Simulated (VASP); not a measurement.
# TaN (Fm-3m) in VASP: relaxation of cell and atoms with HSE06

Aim: the relaxation of cell and atoms of TaN with HSE06.

Program: VASP 6.6.1. These are calculated values, not measurements. Logs are shortened: lines on timing, memory, paths and dates and some standing lists are left out, and cuts for length are marked.

### Step 1. Starting point

The structure is cubic, space group Fm-3m (No. 225). Conventional cell: a = 4.400 Å, b = 4.400 Å, c = 4.400 Å, α = 90.00°, β = 90.00°, γ = 90.00°. Around Ta (site symmetry m-3m) lie 6 N at 2.20 Å. N (site symmetry m-3m) has 6 Ta at 2.20 Å as nearest neighbours.

The cell was built by a generator and needn't be a form met in nature.

### Step 2. Relaxation of cell and atoms, HSE06

Contents of POSCAR:

```
TaN
1.0
    0.0000000000      2.2000000000      2.2000000000
    2.2000000000      0.0000000000      2.2000000000
    2.2000000000      2.2000000000      0.0000000000
Ta N
1 1
Direct
    0.0000000000      0.0000000000      0.0000000000
    0.5000000000      0.5000000000      0.5000000000
```

Contents of INCAR.step1:

```
PREC     = Accurate       # precision mode
ENCUT    = 600            # plane-wave cutoff, eV
EDIFF    = 1E-5           # SCF threshold, eV
ISMEAR   = 1              # smearing method
SIGMA    = 0.2            # smearing width, eV
LREAL    = False          # projectors in reciprocal space
LASPH    = True           # aspherical terms in the spheres
NELM     = 60             # most SCF steps
ALGO     = Normal         # electronic algorithm
LWAVE    = True           # write WAVECAR
LCHARG   = False          # write CHGCAR
KPAR     = 8            
GGA      = PE             # functional
```

Contents of INCAR.step2:

```
PREC     = Accurate       # precision mode
ENCUT    = 600            # plane-wave cutoff, eV
EDIFF    = 1E-7           # SCF threshold, eV
ISMEAR   = 1              # smearing method
SIGMA    = 0.2            # smearing width, eV
LREAL    = False          # projectors in reciprocal space
LASPH    = True           # aspherical terms in the spheres
NELM     = 60             # most SCF steps
ALGO     = Normal         # electronic algorithm
ISIF     = 3              # what is computed and relaxed
LWAVE    = False          # write WAVECAR
LCHARG   = False          # write CHGCAR
GGA      = PE             # functional
LHFCALC  = True           # exact exchange
HFSCREEN = 0.2            # screening, 1/A
PRECFOCK = Fast         
IBRION   = 2              # ionic algorithm
NSW      = 60             # ionic steps
EDIFFG   = -0.005         # ionic threshold
KPAR     = 8            
ISTART   = 1
```

Contents of KPOINTS:

```
Automatic mesh
0
Gamma
  8 8 8
```

Potentials or basis: VASP PAW PBE potentials, release 64 (Ta_pv, N).

Launch:

```console
$ cat potpaw_PBE.64/Ta_pv/POTCAR potpaw_PBE.64/N/POTCAR > POTCAR
$ cp INCAR.step1 INCAR
$ mpirun -np 8 vasp_std > vasp.out
$ cp INCAR.step2 INCAR
$ mpirun -np 8 vasp_std > vasp.out
```

OUTCAR:

```text
PREC = Accurate
   ENCUT = 600
   EDIFF = 1E-7
   ISMEAR = 1
   LREAL = False
   LASPH = True
   NELM = 60
   ISIF = 3
   GGA = PE
   LHFCALC = True
   HFSCREEN = 0.2
   PRECFOCK = Fast
   IBRION = 2
   NSW = 60
   EDIFFG = -0.005
   ISTART = 1

 ion  position               nearest neighbor table
   1  0.000  0.000  0.000-   2 2.20   2 2.20   2 2.20   2 2.20   2 2.20   2 2.20
   2  0.500  0.500  0.500-   1 2.20   1 2.20   1 2.20   1 2.20   1 2.20   1 2.20

  LATTYP: Found a face centered cubic cell.
 ALAT       =     4.4000000000

  Lattice vectors:

 A1 = (   0.0000000000,   2.2000000000,   2.2000000000)
 A2 = (   2.2000000000,   0.0000000000,   2.2000000000)
 A3 = (   2.2000000000,   2.2000000000,   0.0000000000)

Analysis of symmetry for initial positions (statically):
=====================================================================
 Subroutine PRICEL returns:
 Original cell was already a primitive cell.

 Routine SETGRP: Setting up the symmetry group for a
 face centered cubic supercell.

 Subroutine GETGRP returns: Found 48 space group operations
 (whereof 48 operations were pure point group operations)
 out of a pool of 48 trial point group operations.

The static configuration has the point symmetry O_h .

Analysis of symmetry for dynamics (positions and initial velocities):
=====================================================================
 Subroutine PRICEL returns:
 Original cell was already a primitive cell.

 Routine SETGRP: Setting up the symmetry group for a
 face centered cubic supercell.

 Subroutine GETGRP returns: Found 48 space group operations
 (whereof 48 operations were pure point group operations)
 out of a pool of 48 trial point group operations.

The dynamic configuration has the point symmetry O_h .

 Subroutine INISYM returns: Found 48 space group operations
 (whereof 48 operations are pure point group operations),
 and found     1 'primitive' translations

----------------------------------------------------------------------------------------

                                     Primitive cell

  volume of cell :      21.2960

  direct lattice vectors                    reciprocal lattice vectors
     0.000000000  2.200000000  2.200000000    -0.227272727  0.227272727  0.227272727
     2.200000000  0.000000000  2.200000000     0.227272727 -0.227272727  0.227272727
     2.200000000  2.200000000  0.000000000     0.227272727  0.227272727 -0.227272727

  length of vectors
     3.111269837  3.111269837  3.111269837     0.393647911  0.393647911  0.393647911

  position of ions in fractional coordinates (direct lattice)
     0.000000000  0.000000000  0.000000000
     0.500000000  0.500000000  0.500000000

  ion indices of the primitive-cell ions
   primitive index   ion index
                 1           1
                 2           2

----------------------------------------------------------------------------------------

 KPOINTS: Automatic mesh

Automatic generation of k-mesh.
 Grid dimensions read from file:
 generate k-points for:    8    8    8

 Generating k-lattice:

  Cartesian coordinates                     Fractional coordinates (reciprocal lattice)
    -0.028409091  0.028409091  0.028409091     0.125000000  0.000000000  0.000000000
     0.028409091 -0.028409091  0.028409091     0.000000000  0.125000000  0.000000000
     0.028409091  0.028409091 -0.028409091     0.000000000  0.000000000  0.125000000

  Length of vectors
     0.049205989  0.049205989  0.049205989

  Shift w.r.t. Gamma in fractional coordinates (k-lattice)
     0.000000000  0.000000000  0.000000000

 Subroutine IBZKPT returns following result:
 ===========================================

 Found     29 irreducible k-points:

 Following reciprocal coordinates:
            Coordinates               Weight
  0.000000  0.000000  0.000000      1.000000
  0.125000  0.000000  0.000000      8.000000
  0.250000  0.000000  0.000000      8.000000
  0.375000  0.000000  0.000000      8.000000
  0.500000  0.000000  0.000000      4.000000
  0.125000  0.125000  0.000000      6.000000
[... 16 lines left out ...]
  0.500000  0.250000  0.125000     48.000000
 -0.375000  0.250000  0.125000     24.000000
 [... further k-points ...]
   k-points           NKPTS =     29   k-points in BZ     NKDIM =    512   number of bands    NBANDS=     12
   number of dos      NEDOS =    301   number of ions     NIONS =      2
   total plane-waves  NPLWV =  21952
   dimension x,y,z NGX =    28 NGY =   28 NGZ =   28
   dimension x,y,z NGXF=    56 NGYF=   56 NGZF=   56
   ions per type =               1   1
   NGX,Y,Z   is equivalent  to a cutoff of  14.96, 14.96, 14.96 a.u.
   NGXF,Y,Z  is equivalent  to a cutoff of  29.92, 29.92, 29.92 a.u.
 SYSTEM =  unknown system
   PREC   = accura    normal or accurate (medium, high low for compatibility)
   ISTART =      1    job   : 0-new  1-cont  2-samecut
   ICHARG =      0    charge: 1-file 2-atom 10-const
   ISPIN  =      1    spin polarized calculation?
   LNONCOLLINEAR =      F non collinear calculations
   LSORBIT =      F    spin-orbit coupling
   LASPH  =      T    aspherical Exc in radial PAW
   ENCUT  =  600.0 eV  44.10 Ry    6.64 a.u.   6.21  6.21  6.21*2*pi/ulx,y,z
   NELM   =     60;   NELMIN=  2; NELMDL=  0     # of ELM steps
   EDIFF  = 0.1E-06   stopping-criterion for ELM
   LREAL  =      F    real-space projection
   EDIFFG = -.5E-02   stopping-criterion for IOM
   NSW    =     60    number of steps for IOM
   IBRION =      2    ionic relax: 0-MD 1-quasi-New 2-CG
   NFREE  =      1    steps in history (QN), initial steepest desc. (CG)
   ISIF   =      3    stress and relaxation
   ISYM   =      3    0-nonsym 1-usesym 2-fastsym
   POTIM  = 0.5000    time-step for ionic-motion
   TEBEG  =    0.0;   TEEND  =   0.0 temperature during run
   PSTRESS=    0.0 pullay stress
   NELECT =      16.0000    total number of electrons
   NUPDOWN=      -1.0000    fix difference up-down
   EMIN   =  10.00;   EMAX   =-10.00  energy-range for DOS
   EFERMI =   0.00;   METHOD = LEGACY
   ISMEAR =     1;   SIGMA  =   0.20  broadening in eV -4-tet -1-fermi 0-gaus
   EFERMI_NEDOS =   21; number of points for ismear=-14 and -15
   IALGO  =     38    algorithm
   IMIX   =      1    mixing-type and parameters
     AMIX     =   0.40;   BMIX     =  1.00
     AMIX_MAG =   1.60;   BMIX_MAG =  1.00
  volume/ion in A,a.u.               =      10.65        71.86
  Fermi-wavevector in a.u.,A,eV,Ry     =   1.488271  2.812425 30.136250  2.214952
  Thomas-Fermi vector in A             =   2.601327
   LORBIT       =      0    0 simple, 1 ext, 2 COOP (PROOUT), +10 PAW based schemes
   GGA     = PE    functional components
   LHFCALC =     T    Hartree Fock is set to
   PRECFOCK=fast      Normal, Fast or Accurate (Low or Medium for compatibility)
   ENCUT4O =  -1.0   cutoff for four orbital integrals eV
   NKREDX  =     1    reduce k-point grid by
   NKREDY  =     1    reduce k-point grid by
   NKREDZ  =     1    reduce k-point grid by
   AEXX    =    0.2500 exact exchange contribution
   HFSCREEN=    0.2000 screening length (either q_TF or 0.3 A-1)
   HFSCREENC=   0.2000 screening length for correlation (either q_TF or 0.3 A-1)
   ENCUTFOCK=  -1.0 apply spherical cutoff to Coloumb kernel
   IVDW    =     0    specifies the selected vdW correction
   LEPSILON=     F    determine dielectric tensor
   LRPA    =     F    only Hartree local field effects (RPA)
 conjugate gradient relaxation of ions
 non-spin polarized calculation
 Methfessel and Paxton  Order N= 1 SIGMA  =   0.20
  energy-cutoff  :      600.00
  volume of cell :       21.30
 maximum number of plane-waves:       725
 NGX is ok and might be reduce to    28
  NGX = 16; NGY = 16; NGZ = 16

--------------------------------------- Ionic step        1  -------------------------------------------

 number of electron      15.9999999 magnetization

 Free energy of the ion-electron system (eV)
  ---------------------------------------------------
  ext. energy  EPLUGINS =         0.00000000
  ---------------------------------------------------
  free energy    TOTEN  =       -25.59916673 eV

  energy without entropy =      -25.60478423  energy(sigma->0) =      -25.60103923

------------------------ aborting loop because EDIFF is reached ----------------------------------------

  FORCE on cell =-STRESS in cart. coord.  units (eV):
  Direction    XX          YY          ZZ          XY          YZ          ZX
  --------------------------------------------------------------------------------------
  -------------------------------------------------------------------------------------
  Total       -0.6556157     -0.6556157     -0.6556157      0.0000000      0.0000000     -0.0000000
  in kB      -49.3244121    -49.3244121    -49.3244121      0.0000000      0.0000000     -0.0000000
  external PRESSURE =     -49.3244121 kB  Pullay stress =       0.0000000 kB
[... 21 lines left out ...]
  energy  without entropy=      -25.6047842291  energy(sigma->0) =      -25.60103923

--------------------------------------- Ionic step        2  -------------------------------------------

 number of electron      16.0000001 magnetization

 E-fermi :  10.2433     XC(G=0): -11.1409

 val. band max:       10.1130547592   @ k =  -0.1250   0.1250   0.0000
 cond. band min:      10.4343434791   @ k =   0.5000   0.1250   0.0000
 fundamental gap:      0.3212887199
 Fermi energy:        10.2432540816

 k-point     1 :       0.0000    0.0000    0.0000
  band No.  band energies     occupation
      1     -28.2335      2.00000
      2     -28.2335      2.00000
      3     -28.2335      2.00000
      4     -11.5468      2.00000
      5       5.3423      2.00000
      6       5.3423      2.00000
      7       5.3423      2.00000
      8       7.4987      2.00000
      9       7.4987      2.00000
     10       7.4987      2.00000
     11      10.5645     -0.04555
     12      10.5645     -0.04555
[... 378 lines left out ...]
  energy  without entropy=      -25.5807282075  energy(sigma->0) =      -25.57700474

--------------------------------------- Ionic step        3  -------------------------------------------

 number of electron      16.0000000 magnetization

 Free energy of the ion-electron system (eV)
  ---------------------------------------------------
  ext. energy  EPLUGINS =         0.00000000
  ---------------------------------------------------
  free energy    TOTEN  =       -25.60374238 eV

  energy without entropy =      -25.60938430  energy(sigma->0) =      -25.60562302

 E-fermi :   9.8510     XC(G=0): -10.9946

 val. band max:        9.7153357644   @ k =  -0.1250   0.1250   0.0000
 cond. band min:      10.0279911265   @ k =   0.5000   0.1250   0.0000
 fundamental gap:      0.3126553621
 Fermi energy:         9.8510020393

 k-point     1 :       0.0000    0.0000    0.0000
  band No.  band energies     occupation
      1     -28.7000      2.00000
      2     -28.7000      2.00000
      3     -28.7000      2.00000
      4     -11.6380      2.00000
      5       5.0596      2.00000
      6       5.0596      2.00000
      7       5.0596      2.00000
      8       7.2148      2.00000
      9       7.2148      2.00000
     10       7.2148      2.00000
     11      10.1638     -0.04946
     12      10.1638     -0.04946
[... 374 lines left out ...]
  FREE ENERGIE OF THE ION-ELECTRON SYSTEM (eV)
  ---------------------------------------------------
  free  energy   TOTEN  =       -25.6037423772 eV

  energy  without entropy=      -25.6093842968  energy(sigma->0) =      -25.60562302

 reached required accuracy - stopping structural energy minimisation
```

Wall time 25 min (8 MPI ranks of Intel Xeon Platinum 8488C (Sapphire Rapids), shared host); peak memory 0.28 GiB.

What came out:

* Free energy: -25.6037 eV
* Relaxed volume: 10.50 Å³/atom
* Relaxed cell: a = 3.097 Å, b = 3.097 Å, c = 3.097 Å, α = 60.00°, β = 60.00°, γ = 60.00°
* Space group after relaxing (to 0.05 Å): Fm-3m (No. 225)
* Energy gained by relaxing: 2.3 meV/atom
* Ionic steps: 3
* Pressure after relaxing: 0.0 GPa
* Band gap on the k mesh: none (metal or under the smearing width)

The path:
| step | energy change (eV) | largest force (eV/Å) | pressure (GPa) | volume (Å³) |
| --- | --- | --- | --- | --- |
| 1 | 0.0000 | 0.0000 | -4.93 | 21.30 |
| 2 | 0.0240 | 0.0000 | 13.48 | 20.30 |
| 3 | -0.0046 | 0.0000 | -0.03 | 21.01 |

Final structure:
```yaml
crystal:
  lattice:
    - [0.00000, 2.18999, 2.18999]
    - [2.18999, 0.00000, 2.18999]
    - [2.18999, 2.18999, 0.00000]
  atoms:
    - { symbol: Ta, position: [0.00000, 0.00000, 0.00000] }
    - { symbol: N, position: [0.50000, 0.50000, 0.50000] }
```

Caveat: the PAW data sets were made with another functional, which shifts forces and pressure a little. The run has no spin-orbit coupling, so splittings on Ta are missing.
